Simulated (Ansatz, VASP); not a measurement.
# Nb: VASP beside Ansatz

```
Nb
1.0
     0.00000    2.02067    2.02067
     2.02067    0.00000    2.02067
     2.02067    2.02067    0.00000
Nb
1
Direct
  0.00000 0.00000 0.00000
```

Alike in both runs: task single point; functional PBEsol; k mesh 18 × 18 × 18; occupations gaussian, width 0.1 eV; no spin polarisation.

```csv
,VASP,Ansatz
version,VASP 6.6.1,Ansatz 0.2.0
potentials or method,"VASP PAW PBE potentials, release 64 (Nb_sv)","scalar-relativistic, plane waves, PAW"
plane-wave cutoff (eV),520,420
valence electrons in the cell,13,13
```

```csv
,VASP,Ansatz,Ansatz less VASP
gap on the k mesh at the Fermi level (eV),none,none,-
pressure (GPa),19.1,19.4,+0.32
```

A gap of «none» marks a metal or a gap that the smearing closes.

Caveats: so large a pressure means that the cell lies far from this level's equilibrium, or that cutoff or potentials fall short (VASP); the potentials were made for another functional, which shifts forces and pressure (VASP).
